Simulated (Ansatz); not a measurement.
Crystal: Bi.

```xyz
1
Lattice="-1.9814 1.9814 1.9814 1.9814 -1.9814 1.9814 1.9814 1.9814 -1.9814" Properties=species:S:1:pos:R:3 pbc="T T T"
Bi    0.0000    0.0000    0.0000
```

This isn't the form of Bi at room conditions, which is rhombohedral.

Base run:

```yaml
Program: Ansatz 0.2.0
Functional: r2SCAN
Potentials_or_basis: Ansatz PAW
Cutoff: "500 eV (not typed: the program's choice for these potentials)"
k_mesh: 9 × 9 × 9
Occupations: fermi-dirac, width 0.05 eV
Spin: no spin polarisation
```

Its results: band gap on the k mesh none (metal or under the smearing width); pressure 0.1 GPa.

Q: After a change of settings the same cell gave: band gap on the k mesh none (metal or under the smearing width); pressure -3.3 GPa. Which change was it?
A. functional from r2SCAN to HF; cutoff from 500 eV (not typed: the program's choice for these potentials) to 420 eV (not typed: the program's choice for these potentials); k mesh from 9 × 9 × 9 to 5 × 5 × 5
B. functional from r2SCAN to LDA; cutoff from 500 eV (not typed: the program's choice for these potentials) to 420 eV (not typed: the program's choice for these potentials)
C. functional from r2SCAN to BLYP; cutoff from 500 eV (not typed: the program's choice for these potentials) to 420 eV (not typed: the program's choice for these potentials)
D. functional from r2SCAN to PBEsol; cutoff from 500 eV (not typed: the program's choice for these potentials) to 420 eV (not typed: the program's choice for these potentials)

A: B.

Caveats: spin-orbit coupling is left out, which moves the levels of the heavy elements; the PAW data sets come from PBE, with cores solved anew for the run's functional, which leaves a small shift of forces and pressure.

Runs at the PBE level aren't shown here.
